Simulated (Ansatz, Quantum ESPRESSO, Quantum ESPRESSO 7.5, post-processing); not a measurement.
**LiF(001): dielectric constant from slabs in a field**

Aim: the dielectric constant along the normal from slabs of two thicknesses in a field, starting with LiF(001), 5 layers.

Calculated with Quantum ESPRESSO 7.5; plane-wave DFT, PBE, GBRV ultrasoft pseudopotentials (geometry by Ansatz 0.2.0 with PAW datasets; geometry under PBE).

Report form: the programs' logs are mostly left out.

### Step 1. The structure

The cell holds 10 atoms: 5 Li and 5 F. Its edges and angles: a = 2.878 Å, b = 2.878 Å, c = 24.140 Å, α = 90.0°, β = 90.0°, γ = 90.0°. It derives from LiF. Vacuum lies along c.

### Step 2. Relaxation with Ansatz, 5 layers

A relaxation in Ansatz fixes the structure of this slab for the runs on it.

input.yaml reads:

```yaml
crystal:
  lattice:
    - [2.8779245994, 0.0, 0.0]
    - [0.0, 2.8779245994, 0.0]
    - [0.0, 0.0, 24.14]
  atoms:
    - { symbol: Li, position: [0.0, 0.0, 0.3314001657] }
    - { symbol: F, position: [0.5, 0.5, 0.3314001657] }
    - { symbol: Li, position: [0.5, 0.5, 0.4157000829] }
    - { symbol: F, position: [0.0, 0.0, 0.4157000829] }
    - { symbol: Li, position: [0.0, 0.0, 0.5] }
    - { symbol: F, position: [0.5, 0.5, 0.5] }
    - { symbol: Li, position: [0.5, 0.5, 0.5842999171] }
    - { symbol: F, position: [0.0, 0.0, 0.5842999171] }
    - { symbol: Li, position: [0.0, 0.0, 0.6685998343] }
    - { symbol: F, position: [0.5, 0.5, 0.6685998343] }
kpoints:
  mp_grid: { grid: [8, 8, 1] }
hamiltonian:
  xc: pbe
scf:
  occupations: { method: fixed }
  convergence: { dr2_threshold: 1.0e-09 }
efield:
  axis: 3
  dipole_correction: true
  ramp_position: 0.97
  ramp_width: 0.04
relax:
  f_tol: 0.003
output:
  write_potential: true
  write_density: true
  volumetric_format: npy
```

The run is started by

```sh
$ ansatz run input.yaml --threads 8 --pin off --max-ram 16384MiB --backend cpu --events-out ev --progress --plain --runs-dir out
```

The job ended after 5.2 s (8 threads of Arm Neoverse V2, shared host; peak memory 0.6 GiB; 35 s of CPU time).

Step by step:

```csv
step,energy less that of the first step (eV),largest force component (eV/Å)
1,0.0000,0.3227
2,-0.0198,0.0884
3,-0.0215,0.0371
4,-0.0220,0.0079
5,-0.0220,0.0005
```

The atoms that moved most (Å):

```csv
atom,dx,dy,dz,length
Li9,0.000,0.000,-0.054,0.054
Li1,0.000,0.000,0.054,0.054
F10,0.000,0.000,0.014,0.014
F2,0.000,0.000,-0.014,0.014
Li3,0.000,0.000,-0.008,0.008
Li7,0.000,0.000,0.008,0.008
```

The relaxation lowers the energy by 2 meV an atom.

This step gave:

- free energy: -5080.5464 eV
- gap by band count: 6.840 eV
- symmetry operations: 8
- dipole along the normal: 1.60e-6 e·Å
- valence top, on the run's zero: -4.066 eV
- vacuum level at the upper face over the valence top of the mesh: 7.662 eV
- vacuum level at the lower face over the valence top of the mesh: 7.662 eV

### Step 3. Self-consistent run, 5 layers: no field

The slab without a field is the reference for all differences.

Level of this step: plane-wave DFT, PBE, GBRV ultrasoft pseudopotentials (Quantum ESPRESSO 7.5).

n5.f0.in reads:

```
&control
  prefix = 'n5.f0'
  outdir = './out'
  pseudo_dir = './pseudo'
  calculation = 'scf'
  tprnfor = .true.
  tefield = .true.
  dipfield = .true.
/
&system
  ibrav = 0
  nat = 10
  ntyp = 2
  ecutwfc = 40
  ecutrho = 200
  occupations = 'fixed'
  edir = 3
  emaxpos = 0.97
  eopreg = 0.04
  eamp = 0.0
/
&electrons
  conv_thr = 1e-10
  mixing_beta = 0.5
  electron_maxstep = 120
/
ATOMIC_SPECIES
  Li  6.9400  li_pbe_v1.4.uspp.F.UPF
  F   18.9984  f_pbe_v1.4.uspp.F.UPF
CELL_PARAMETERS angstrom
  2.87792459940000 0.00000000000000 0.00000000000000
  0.00000000000000 2.87792459940000 0.00000000000000
  0.00000000000000 0.00000000000000 24.14000000000000
ATOMIC_POSITIONS crystal
  Li  0.000000000000 0.000000000000 0.333648074746
  F   0.500000000000 0.500000000000 0.330800501673
  Li  0.500000000000 0.500000000000 0.415377996277
  F   0.000000000000 0.000000000000 0.415887481207
  Li  -0.000000000000 0.000000000000 0.499999996043
  F   0.500000000000 0.500000000000 0.500000002950
  Li  0.500000000000 0.500000000000 0.584621996164
  F   -0.000000000000 0.000000000000 0.584112524377
  Li  0.000000000000 0.000000000000 0.666351917678
  F   0.500000000000 0.500000000000 0.669199508886
K_POINTS automatic
  8 8 1 0 0 0
```

The run is started by

```sh
$ OMP_NUM_THREADS=1 mpirun -n 8 pw.x -nk 4 -in n5.f0.in > n5.f0.out
```

Elapsed: 14 s, on 8 MPI ranks; peak memory 0.6 GiB.

Read from the output:

* free energy: -4310.3016 eV
* dipole along the normal: 0 e·Å
* valence top, on the run's zero: -4.122 eV

The run needed 11 iterations to bring the estimated error under 1e-10 Ry; the largest force on any atom, held or free, is 0.01 eV/Å.

### Step 4. Electrostatic potential, 5 layers

The vacuum level is read from the electrostatic potential (plot_num = 11), averaged over planes.

n5.f0.pot.in reads:

```
&inputpp
  prefix = 'n5.f0'
  outdir = './out'
  filplot = 'n5.f0.pot.dat'
  plot_num = 11
/
```

The run is started by

```sh
$ OMP_NUM_THREADS=1 mpirun -n 8 pp.x -in n5.f0.pot.in > n5.f0.pot.out
```

It took 0.73 s on 8 MPI ranks; peak memory 0.09 GiB.

Numbers from this step:

- slope of the potential above: 6.66e-6 eV/Å
- upper vacuum line continued to the top atoms, over the valence top: 7.668 eV
- slope of the potential below: -1.99e-5 eV/Å
- lower vacuum line continued to the bottom atoms, over the valence top: 7.668 eV
- vacuum level at the upper face over the valence top of the mesh: 7.668 eV
- vacuum level at the lower face over the valence top of the mesh: 7.668 eV

The potential energy, planar mean oscillates, so the rows of the table below give means over windows of 2.01 Å about each position, cut where the curve ends. Its maxima inside the range that stand out by 2 % of the span (Å: eV): 9.1: 5.77, 11.1: 5.92, 13.1: 5.92, 15.1: 5.77. Its minima: 8.0: -5.10, 10.1: -5.45, 12.1: -5.41, 14.1: -5.45, 16.1: -5.10.

Electrostatic potential energy of an electron, with the sawtooth; zero at the highest filled level of the SCF mesh. Table of potential energy, planar mean by z; means over each step:

z (Å), potential energy, planar mean (eV) and a bar from the least value:
```
     1.00       7.67 ##############################
     3.01       7.67 ##############################
     5.02       7.66 ##############################
     7.03       4.35 ##############
     9.04       1.39 
    11.05       1.41 
    13.06       1.41 
    15.07       1.38 
    17.08       4.22 ##############
    19.09       7.66 ##############################
    21.10       7.67 ##############################
    23.11       7.67 ##############################
```

The vacuum is flat to 0.1 meV/Å, so its level is well defined. Inside the slab the curve depends on the local part of the pseudopotentials; only the vacuum level has a meaning of its own.

### Step 5. Self-consistent run, 5 layers: field 0.1 V/Å

With the ions clamped, only the electrons screen the field of 0.1 V/Å.

n5.f1.in is the input of step 3 with these lines changed:

```diff
@@ -1,3 +1,3 @@
 &control
-  prefix = 'n5.f0'
+  prefix = 'n5.f1'
   outdir = './out'
@@ -19,3 +19,3 @@
   eopreg = 0.04
-  eamp = 0.0
+  eamp = 0.00194469
 /
```

The run is started by

```sh
$ OMP_NUM_THREADS=1 mpirun -n 8 pw.x -nk 4 -in n5.f1.in > n5.f1.out
```

Run time: 16 s. Hardware: 8 MPI ranks; peak memory 0.6 GiB; 2.1 min of CPU time.

Numbers from this step:

| Property | Result |
| --- | --- |
| free energy | -4310.3028 eV |
| dipole along the normal | 0.02527 e·Å |
| valence top, on the run's zero | -3.905 eV |

### Step 6. Potential by pp.x, 5 layers

n5.f1.pot.in reads:

```
&inputpp
  prefix = 'n5.f1'
  outdir = './out'
  filplot = 'n5.f1.pot.dat'
  plot_num = 11
/
```

The run is started by

```sh
$ OMP_NUM_THREADS=1 mpirun -n 8 pp.x -in n5.f1.pot.in > n5.f1.pot.out
```

Run time: 0.74 s. Hardware: 8 MPI ranks; peak memory 0.1 GiB.

Read from the output:

* slope of the potential above: 0.1000 eV/Å
* upper vacuum line continued to the top atoms, over the valence top: 7.603 eV
* slope of the potential below: 0.09998 eV/Å
* lower vacuum line continued to the bottom atoms, over the valence top: 7.338 eV

The slope in the vacuum is 0.100 eV/Å for an applied 0.10 V/Å, as it should be.

Each curve counts from the valence top of its own run.

The potential energy (potential at 0.0 V/Å) oscillates, so the rows of the table below give means over windows of 2.01 Å about each position, cut where the curve ends. Its maxima inside the range that stand out by 2 % of the span (Å: eV): 9.1: 5.77, 11.1: 5.92, 13.1: 5.92, 15.1: 5.77. Its minima: 8.0: -5.10, 10.1: -5.45, 12.1: -5.41, 14.1: -5.45, 16.1: -5.10.

The runs together. The potential energy by z; means over each step:

```csv
z (Å),potential at 0.0 V/Å (eV),potential at 0.1 V/Å (eV)
1.00,7.67,6.67
3.01,7.67,6.84
5.02,7.66,7.04
7.03,4.35,3.90
9.04,1.39,1.04
11.05,1.41,1.16
13.06,1.41,1.26
15.07,1.38,1.33
17.08,4.22,4.27
19.09,7.66,7.89
21.10,7.67,8.10
23.11,7.67,8.10
```

### Step 7. Clamped-ion dielectric constant from the field inside the slab, 5 layers

Read from the output:

```
change of slope in the vacuum : 0.10000 eV/Å
polarisability a cell         : 3.640 Å³
sheet polarisability 4πα/A    : 5.522 Å
change of slope inside        : 0.04899 eV/Å
dielectric constant           : 2.041
```

Running mean over one layer period, set to zero at the slab's centre. Table of change of the potential energy, second field less first by z:

z (Å), change of the potential energy, second field less first (eV) and a bar from the least value:
```
        0     -0.221 ###########
        1     -0.799 
        2     -0.731 #
        3     -0.631 ###
        4     -0.531 #####
        5     -0.431 #######
        6     -0.334 #########
        7     -0.252 ###########
        8     -0.197 ############
        9     -0.150 #############
       10     -0.102 ##############
       11     -0.052 ###############
       12     -0.003 ################
       13      0.046 #################
       14      0.095 ##################
       15      0.143 ###################
       16      0.190 ####################
       17      0.243 #####################
       18      0.322 ######################
       19      0.418 ########################
       20      0.517 ##########################
       21      0.617 ############################
       22      0.717 ##############################
       23      0.644 #############################
       24     -0.107 ##############
```

ε = 0.1000 / 0.0490 = 2.04.

### Step 8. Relaxation with pw.x, 5 layers: ions relaxed in a field of 0.0 V/Å

For the ionic share, the slab is first relaxed tightly without a field, by the same code.

n5.r0.in is the input of step 5 with these lines changed:

```diff
@@ -1,9 +1,11 @@
 &control
-  prefix = 'n5.f1'
+  prefix = 'n5.r0'
   outdir = './out'
   pseudo_dir = './pseudo'
-  calculation = 'scf'
-  tprnfor = .true.
+  nstep = 30
+  forc_conv_thr = 5e-05
+  calculation = 'relax'
   tefield = .true.
   dipfield = .true.
+  etot_conv_thr = 1e-07
 /
@@ -19,3 +21,3 @@
   eopreg = 0.04
-  eamp = 0.00194469
+  eamp = 0.0
 /
@@ -25,2 +27,4 @@
   electron_maxstep = 120
+/
+&ions
 /
```

The run is started by

```sh
$ OMP_NUM_THREADS=1 mpirun -n 8 pw.x -nk 4 -in n5.r0.in > n5.r0.out
```

Run time: 2.4 min. Hardware: 8 MPI ranks; peak memory 0.6 GiB.

Step by step:

```csv
step,energy less that of the first step (eV),largest force (eV/Å)
1,0.0000,0.0090
2,0.0000,0.0078
3,0.0000,0.0068
4,0.0000,0.0053
5,0.0000,0.0035
6,0.0000,0.0057
7,0.0000,0.0085
8,0.0000,0.0096
9,-0.0001,0.0099
10,-0.0001,0.0089
11,-0.0001,0.0057
12,-0.0001,0.0038
13,-0.0001,0.0029
14,-0.0001,0.0022
15,-0.0001,0.0020
16,-0.0001,0.0013
17,-0.0001,0.0011
```

The relaxed structure:

```xyz
10
Lattice="2.8779 0.0000 0.0000 0.0000 2.8779 0.0000 0.0000 0.0000 24.1400" Properties=species:S:1:pos:R:3
Li    0.0000    0.0000    8.0603
F     1.4390    1.4390    7.9926
Li    1.4390    1.4390   10.0322
F     0.0000    0.0000   10.0440
Li    0.0000    0.0000   12.0700
F     1.4390    1.4390   12.0700
Li    1.4390    1.4390   14.1078
F     0.0000    0.0000   14.0960
Li    0.0000    0.0000   16.0797
F     1.4390    1.4390   16.1474
```

Read from the output:

- free energy: -4310.3017 eV
- dipole along the normal: 0 e·Å
- valence top, on the run's zero: -4.121 eV

### Step 9. Electrostatic potential, 5 layers

n5.r0.pot.in reads:

```
&inputpp
  prefix = 'n5.r0'
  outdir = './out'
  filplot = 'n5.r0.pot.dat'
  plot_num = 11
/
```

The run is started by

```sh
$ OMP_NUM_THREADS=1 mpirun -n 8 pp.x -in n5.r0.pot.in > n5.r0.pot.out
```

The job ended after 0.74 s (8 MPI ranks; peak memory 0.1 GiB; 5 s of CPU time).

Numbers from this step:

- slope of the potential above: 9.01e-6 eV/Å
- upper vacuum line continued to the top atoms, over the valence top: 7.664 eV
- slope of the potential below: -2.04e-5 eV/Å
- lower vacuum line continued to the bottom atoms, over the valence top: 7.664 eV
- vacuum level at the upper face over the valence top of the mesh: 7.664 eV
- vacuum level at the lower face over the valence top of the mesh: 7.664 eV

### Step 10. Relaxing the ions, 5 layers: ions relaxed in a field of 0.1 V/Å

Then it is relaxed in the field: cations and anions move against each other.

n5.r1.in is the input of step 8 with these lines changed:

```diff
@@ -1,3 +1,3 @@
 &control
-  prefix = 'n5.r0'
+  prefix = 'n5.r1'
   outdir = './out'
@@ -21,3 +21,3 @@
   eopreg = 0.04
-  eamp = 0.0
+  eamp = 0.00194469
 /
```

The run is started by

```sh
$ OMP_NUM_THREADS=1 mpirun -n 8 pw.x -nk 4 -in n5.r1.in > n5.r1.out
```

The job ended after 3.1 min (8 MPI ranks; peak memory 0.6 GiB).

Numbers from this step:

| Property | Result |
| --- | --- |
| free energy | -4310.3039 eV |
| dipole along the normal | 0.04468 e·Å |
| valence top, on the run's zero | -4.077 eV |

Against the field-free geometry the cations move by +0.0038 Å and the anions by -0.0038 Å along the field, on average.

### Step 11. Electrostatic potential, 5 layers

n5.r1.pot.in reads:

```
&inputpp
  prefix = 'n5.r1'
  outdir = './out'
  filplot = 'n5.r1.pot.dat'
  plot_num = 11
/
```

The run is started by

```sh
$ OMP_NUM_THREADS=1 mpirun -n 8 pp.x -in n5.r1.pot.in > n5.r1.pot.out
```

It took 0.73 s on 8 MPI ranks; peak memory 0.1 GiB; 5 s of CPU time.

Read from the output:

| Item | Value |
| --- | --- |
| slope of the potential above | 0.1000 eV/Å |
| upper vacuum line continued to the top atoms, over the valence top | 7.554 eV |
| slope of the potential below | 0.09998 eV/Å |
| lower vacuum line continued to the bottom atoms, over the valence top | 7.715 eV |

The slope in the vacuum is 0.100 eV/Å for an applied 0.10 V/Å, as it should be.

### Step 12. Relaxed-ion response of the slab in a field, 5 layers

Read from the output:

```
polarisability a cell      : 6.434 Å³
sheet polarisability 4πα/A : 9.761 Å
change of slope inside     : 0.01045 eV/Å
dielectric constant        : 9.570
```

Running mean over one layer period, set to zero at the slab's centre. Change of the potential energy, second field less first against z:

| z (Å) | change of the potential energy, second field less first (eV) |
| --- | --- |
| 0 | -0.169 |
| 1 | -0.592 |
| 2 | -0.517 |
| 3 | -0.417 |
| 4 | -0.317 |
| 5 | -0.217 |
| 6 | -0.121 |
| 7 | -0.0678 |
| 8 | -0.0293 |
| 9 | -0.0177 |
| 10 | -0.0207 |
| 11 | -0.0105 |
| 12 | -6.4e-4 |
| 13 | 0.0107 |
| 14 | 0.0209 |
| 15 | 0.0208 |
| 16 | 0.0318 |
| 17 | 0.0614 |
| 18 | 0.112 |
| 19 | 0.207 |
| 20 | 0.307 |
| 21 | 0.407 |
| 22 | 0.507 |
| 23 | 0.473 |
| 24 | -0.0843 |

With free ions the inner slope is small and wavy, so this ratio hangs on the window of the fit and is not taken as the result.

ε = 0.1000 / 0.0104 = 9.57.

### Step 13. Relaxation with Ansatz, 9 layers

Level of this step: plane-wave DFT, PBE, Ansatz PAW (Ansatz 0.2.0).

System of this step: LiF(001), 9 layers. The cell holds 18 atoms: 9 Li and 9 F. Its edges and angles: a = 2.878 Å, b = 2.878 Å, c = 32.280 Å, α = 90.0°, β = 90.0°, γ = 90.0°. It derives from LiF. Vacuum lies along c.

input.yaml, the sections that differ from step 2:

```yaml
crystal:
  lattice:
    - [2.8779245994, 0.0, 0.0]
    - [0.0, 2.8779245994, 0.0]
    - [0.0, 0.0, 32.28]
  atoms:
    - { symbol: Li, position: [0.0, 0.0, 0.2478314746] }
    - { symbol: F, position: [0.5, 0.5, 0.2478314746] }
    - { symbol: Li, position: [0.5, 0.5, 0.3108736059] }
    - { symbol: F, position: [0.0, 0.0, 0.3108736059] }
    - { symbol: Li, position: [0.0, 0.0, 0.3739157373] }
    - { symbol: F, position: [0.5, 0.5, 0.3739157373] }
    - { symbol: Li, position: [0.5, 0.5, 0.4369578686] }
    - { symbol: F, position: [0.0, 0.0, 0.4369578686] }
    - { symbol: Li, position: [0.0, 0.0, 0.5] }
    - { symbol: F, position: [0.5, 0.5, 0.5] }
    - { symbol: Li, position: [0.5, 0.5, 0.5630421314] }
    - { symbol: F, position: [0.0, 0.0, 0.5630421314] }
    - { symbol: Li, position: [0.0, 0.0, 0.6260842627] }
    - { symbol: F, position: [0.5, 0.5, 0.6260842627] }
    - { symbol: Li, position: [0.5, 0.5, 0.6891263941] }
    - { symbol: F, position: [0.0, 0.0, 0.6891263941] }
    - { symbol: Li, position: [0.0, 0.0, 0.7521685254] }
    - { symbol: F, position: [0.5, 0.5, 0.7521685254] }
# kpoints, hamiltonian, scf, efield, relax, output: as in step 2
```

The run is started by

```sh
$ ansatz run input.yaml --threads 8 --pin off --max-ram 16384MiB --backend cpu --events-out ev --progress --plain --runs-dir out
```

Run time: 9.9 s. Hardware: 8 threads; peak memory 0.96 GiB.

The steps of the relaxation:

```
step  energy less that of the first step (eV)  largest force component (eV/Å)
   1                                   0.0000                          0.3228
   2                                  -0.0195                          0.1016
   3                                  -0.0216                          0.0326
   4                                  -0.0220                          0.0016
```

Forces are held to the 8 operations that the run works with; a distortion that breaks them can't arise in this run.

The atoms that moved most (Å):

| atom | dx | dy | dz | length |
| --- | --- | --- | --- | --- |
| Li17 | 0.000 | 0.000 | -0.055 | 0.055 |
| Li1 | 0.000 | 0.000 | 0.055 | 0.055 |
| F18 | 0.000 | 0.000 | 0.013 | 0.013 |
| F2 | 0.000 | 0.000 | -0.013 | 0.013 |
| Li3 | 0.000 | 0.000 | -0.007 | 0.007 |
| Li15 | 0.000 | 0.000 | 0.007 | 0.007 |
| F4 | 0.000 | 0.000 | 0.006 | 0.006 |
| F16 | 0.000 | 0.000 | -0.006 | 0.006 |

The relaxation lowers the energy by 1 meV an atom.

This step gave:

- free energy: -9145.2295 eV
- gap by band count: 6.842 eV
- dipole along the normal: 2.05e-6 e·Å
- valence top, on the run's zero: -2.812 eV
- vacuum level at the upper face over the valence top of the mesh: 7.662 eV
- vacuum level at the lower face over the valence top of the mesh: 7.662 eV

### Step 14. Ground state, 9 layers: no field

Level of this step: plane-wave DFT, PBE, GBRV ultrasoft pseudopotentials (Quantum ESPRESSO 7.5).

n9.f0.in reads:

```
&control
  prefix = 'n9.f0'
  outdir = './out'
  pseudo_dir = './pseudo'
  calculation = 'scf'
  tprnfor = .true.
  tefield = .true.
  dipfield = .true.
/
&system
  ibrav = 0
  nat = 18
  ntyp = 2
  ecutwfc = 40
  ecutrho = 200
  occupations = 'fixed'
  edir = 3
  emaxpos = 0.97
  eopreg = 0.04
  eamp = 0.0
/
&electrons
  conv_thr = 1e-10
  mixing_beta = 0.5
  electron_maxstep = 120
/
ATOMIC_SPECIES
  Li  6.9400  li_pbe_v1.4.uspp.F.UPF
  F   18.9984  f_pbe_v1.4.uspp.F.UPF
CELL_PARAMETERS angstrom
  2.87792459940000 0.00000000000000 0.00000000000000
  0.00000000000000 2.87792459940000 0.00000000000000
  0.00000000000000 0.00000000000000 32.28000000000000
ATOMIC_POSITIONS crystal
  Li  -0.000000000000 0.000000000000 0.249547222534
  F   0.500000000000 0.500000000000 0.247420279583
  Li  0.500000000000 0.500000000000 0.310668480929
  F   -0.000000000000 0.000000000000 0.311062708602
  Li  -0.000000000000 0.000000000000 0.374022207384
  F   0.500000000000 0.500000000000 0.373955793730
  Li  0.500000000000 0.500000000000 0.436980775591
  F   0.000000000000 0.000000000000 0.436990484551
  Li  0.000000000000 0.000000000000 0.499999995658
  F   0.500000000000 0.500000000000 0.500000003847
  Li  0.500000000000 0.500000000000 0.563019215524
  F   0.000000000000 0.000000000000 0.563009523889
  Li  0.000000000000 0.000000000000 0.625977784227
  F   0.500000000000 0.500000000000 0.626044216657
  Li  0.500000000000 0.500000000000 0.689331509748
  F   -0.000000000000 0.000000000000 0.688937298689
  Li  -0.000000000000 0.000000000000 0.750452767598
  F   0.500000000000 0.500000000000 0.752579731257
K_POINTS automatic
  8 8 1 0 0 0
```

The run is started by

```sh
$ OMP_NUM_THREADS=1 mpirun -n 8 pw.x -nk 4 -in n9.f0.in > n9.f0.out
```

Elapsed: 44 s, on 8 MPI ranks; peak memory 0.85 GiB; 5.8 min of CPU time.

Read from the output:

| Item | Value |
| --- | --- |
| free energy | -7758.7929 eV |
| dipole along the normal | 0 e·Å |
| valence top, on the run's zero | -2.885 eV |

### Step 15. Potential by pp.x, 9 layers

n9.f0.pot.in reads:

```
&inputpp
  prefix = 'n9.f0'
  outdir = './out'
  filplot = 'n9.f0.pot.dat'
  plot_num = 11
/
```

The run is started by

```sh
$ OMP_NUM_THREADS=1 mpirun -n 8 pp.x -in n9.f0.pot.in > n9.f0.pot.out
```

It took 0.77 s on 8 MPI ranks; peak memory 0.1 GiB; 5.3 s of CPU time.

This step gave:

* slope of the potential above: 1.28e-5 eV/Å
* upper vacuum line continued to the top atoms, over the valence top: 7.668 eV
* slope of the potential below: -2.04e-5 eV/Å
* lower vacuum line continued to the bottom atoms, over the valence top: 7.668 eV
* vacuum level at the upper face over the valence top of the mesh: 7.668 eV
* vacuum level at the lower face over the valence top of the mesh: 7.668 eV

(Part 1 of 2 ends here.)

[Logs are printed without paths, hosts, clocks, repeated set-up lines and the standing remarks that a program may print on its own settings, such as how far it seeks lower states.]

[Hosts, paths, dates, database ids (printed as entryN), source tags and the programs' standing remarks are cut or masked in the printed files.]

[Maps of the electrostatic potential energy from Ansatz leave out the sawtooth potential of an applied field or a dipole correction, so their vacuum need not be flat; planar profiles and work functions include it.]
